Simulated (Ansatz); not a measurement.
**HfN: band structure with LDA**

The system is HfN.

```
Hf N
1.0
     0.00000    2.25600    2.25600
     2.25600    0.00000    2.25600
     2.25600    2.25600    0.00000
Hf N
1 1
Direct
  0.00000 0.00000 0.00000
  0.50000 0.50000 0.50000
```

* Program: Ansatz 0.2.0
* Task: band structure
* Functional: LDA
* Potentials or basis: Ansatz PAW
* Cutoff: 420 eV (not typed: the program's choice for these potentials)
* k mesh: 10 × 10 × 10
* Occupations: fermi-dirac, width 0.05 eV
* Spin: no spin polarisation
* Path: [["G", "X", "W", "K", "G", "L", "U", "W", "L", "K"], ["U", "X"]]
* Points for each segment of the path: 14

| Property | Result |
| --- | --- |
| Pressure | -8.3 GPa |
| Band gap on the k mesh | none (metal or under the smearing width) |

Levels at the corners of the path, in eV from the Fermi level:
| point | band 14 | band 15 | band 16 | band 17 | band 18 | band 19 |
| --- | --- | --- | --- | --- | --- | --- |
| Γ | -2.92 | -2.92 | -0.44 | -0.44 | -0.44 | 1.87 |
| X | -3.88 | -3.62 | -3.62 | 4.01 | 5.46 | 5.46 |
| W | -5.47 | -5.47 | 1.10 | 1.10 | 5.48 | 5.55 |
| K | -5.51 | -4.95 | -0.87 | 3.83 | 4.39 | 6.02 |
| Γ | -2.92 | -2.92 | -0.44 | -0.44 | -0.44 | 1.87 |
| L | -6.25 | -6.25 | 3.22 | 3.62 | 3.62 | 4.54 |
| U | -5.51 | -4.95 | -0.87 | 3.83 | 4.39 | 6.02 |
| W | -5.47 | -5.47 | 1.10 | 1.10 | 5.48 | 5.55 |
| L | -6.25 | -6.25 | 3.22 | 3.62 | 3.62 | 4.54 |
| K | -5.51 | -4.95 | -0.87 | 3.83 | 4.39 | 6.02 |
| U | -5.51 | -4.95 | -0.87 | 3.83 | 4.39 | 6.02 |
| X | -3.88 | -3.62 | -3.62 | 4.01 | 5.46 | 5.46 |

It took 2.4 s on 2 threads of AMD EPYC 7R13 Processor (Zen 3), with other jobs on the host, peak memory 0.38 GiB.

Caveat: the pressure holds a Pulay correction of +0.6 GPa for the finite cutoff; spin-orbit coupling is left out, which moves the levels of the heavy elements; the PAW data sets come from PBE, with cores solved anew for the run's functional, which leaves a small shift of forces and pressure.
